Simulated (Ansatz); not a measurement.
# rocksalt-structured RbBr

Computed with Ansatz (plane waves, PAW, 420 eV cutoff): PBE, scalar-relativistic, no spin polarisation, Γ-centred 8×8×8 mesh, 0.05 eV Gaussian smearing. The datasets are Ansatz's generated set soft_2.

```
CELL_PARAMETERS angstrom
0.00000 3.50834 3.50834
3.50834 0.00000 3.50834
3.50834 3.50834 0.00000
ATOMIC_POSITIONS crystal
Rb 0.50000 0.50000 0.50000
Br 0.00000 0.00000 0.00000
```

The start was a prototype's sites filled with these elements; the Crystallography Open Database holds the compound in this structure.

Elastic constants come from the stress of slightly strained cells with relaxed atoms, in GPa, Voigt order xx, yy, zz, yz, xz, xy in the Cartesian frame of the vectors above.

Problem. Give the elastic tensor.

Solution. 
```
27.0  4.3  4.3  0.0  0.0  0.0
 4.3 27.0  4.3  0.0  0.0  0.0
 4.3  4.3 27.0  0.0  0.0  0.0
 0.0  0.0  0.0  4.2  0.0  0.0
 0.0  0.0  0.0  0.0  4.2  0.0
 0.0  0.0  0.0  0.0  0.0  4.2
```

Problem. Is the crystal mechanically stable, and what are its polycrystalline moduli?

Solution. Stable against homogeneous strain: the smallest eigenvalue of the tensor is 4.2 GPa. Hill averages: K = 11.9 GPa, G = 6.3 GPa, E = 16.1 GPa, ν = 0.27.

For a cubic crystal three numbers say it all: C11 = 27.0, C12 = 4.3, C44 = 4.2 GPa. K = (C11 + 2C12)/3 = 11.9 GPa. The two shear moduli are C44 and C′ = (C11 − C12)/2 = 11.4 GPa, so Zener's ratio C44/C′ is 0.37: the crystal is stiffest along ⟨100⟩ and softest along ⟨111⟩. The Cauchy pressure C12 − C44 is 0.1 GPa; pair forces would make it zero if every atom sat on a centre of inversion, as here.

The equation of state, an independent route, gives B0 = 11.8 GPa, against 11.9 GPa here.

Cost: 11 s on 2 threads of Arm Neoverse V1, on a shared host, peak memory 0.41 GiB.

